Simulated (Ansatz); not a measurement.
**TiO2 (Anatase): relaxation of cell and atoms with PBE**

Crystal: TiO2 (Anatase).

```
Ti O
1.0
    -1.89210    1.89210    4.75730
     1.89210   -1.89210    4.75730
     1.89210    1.89210   -4.75730
Ti O
2 4
Direct
  0.75000 0.25000 0.50000
  0.00000 0.00000 0.00000
  0.79190 0.79190 0.00000
  0.54190 0.04190 0.50000
  0.95810 0.45810 0.50000
  0.20810 0.20810 0.00000
```

```yaml
Program: Ansatz 0.2.0
Task: relaxation of cell and atoms
Functional: PBE
Potentials_or_basis: Ansatz PAW
Cutoff: "420 eV (not typed: the program's choice for these potentials)"
k_mesh: 10 × 10 × 10
Occupations: fermi-dirac, width 0.05 eV
Spin: no spin polarisation
```

- Relaxed volume: 11.66 Å³/atom
- Relaxed cell: a = 5.543 Å, b = 5.543 Å, c = 5.543 Å, α = 139.92°, β = 139.92°, γ = 57.98°
- Space group after relaxing (to 0.05 Å): I4_1/amd (No. 141)
- Energy gained by relaxing: 4.8 meV/atom
- Ionic steps: 7
- Pressure after relaxing: 0.0 GPa
- Band gap on the k mesh: 2.13 eV, indirect (least direct gap 2.43 eV)

The path:
```
step  energy change (eV)  largest force (eV/Å)  volume (Å³)
   1              0.0000                0.1020        68.13
   2             -0.0193                0.0324        69.32
   3             -0.0200                0.0059        69.85
   4             -0.0202                0.0028        69.88
   5             -0.0290                0.0025        69.88
   6             -0.0287                0.0005        69.98
   7             -0.0291                0.0005        69.98
```

Final structure:
```
CELL_PARAMETERS angstrom
-1.89961 1.89961 4.84851
1.89961 -1.89961 4.84851
1.89961 1.89961 -4.84851
ATOMIC_POSITIONS crystal
Ti 0.75000 0.25000 0.50000
Ti 0.00000 0.00000 0.00000
O 0.79350 0.79350 0.00000
O 0.54350 0.04350 0.50000
O 0.95650 0.45650 0.50000
O 0.20650 0.20650 0.00000
```

Levels at points of the mesh, in eV from the valence-band top:
| k point | band 22 | band 23 | band 24 | band 25 | band 26 | band 27 |
| --- | --- | --- | --- | --- | --- | --- |
| (0.00, 0.00, 0.00) | -0.77 | -0.41 | -0.41 | 2.13 | 2.80 | 3.99 |
| (0.00, 0.00, -0.50) | -1.97 | -0.04 | -0.04 | 3.24 | 3.24 | 3.71 |
| (0.00, -0.50, 0.00) | -0.87 | -0.83 | -0.63 | 3.21 | 3.49 | 3.54 |
| (-0.50, -0.50, -0.50) | -1.22 | -0.09 | -0.09 | 2.46 | 2.46 | 3.72 |

Wall time 41 s on 2 threads of Arm Neoverse V2, with other jobs on the host, peak memory 0.46 GiB.

Caveat: the plane-wave basis is chosen anew once the cell has moved, so the energies of steps on either side of that aren't comparable; the pressure holds a Pulay correction of +0.7 GPa for the finite cutoff. PBE usually gives volumes a little too large and moduli too small.
